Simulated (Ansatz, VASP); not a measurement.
# One calculation of Mg, two programs

```
Mg
1.0
    -1.77983    1.77983    1.77983
     1.77983   -1.77983    1.77983
     1.77983    1.77983   -1.77983
Mg
1
Direct
  0.00000 0.00000 0.00000
```

Change from the starting cell: volume scaled by 0.98.

Alike in both runs: task single point; functional PBE; k mesh 13 × 13 × 13; occupations fermi-dirac, width 0.05 eV; no spin polarisation.

```csv
,VASP,Ansatz
version,VASP 6.6.1,Ansatz 0.2.0
potentials or method,"VASP PAW PBE potentials, release 64 (Mg), cutoff 520 eV","all-electron LAPW, scalar-relativistic"
```

|  | VASP | Ansatz | Ansatz less VASP |
| --- | --- | --- | --- |
| pressure (GPa) | 0.6 | 0.7 | +0.10 |

Ansatz ran all-electron here, so the differences hold the error of VASP's frozen core and of both bases.
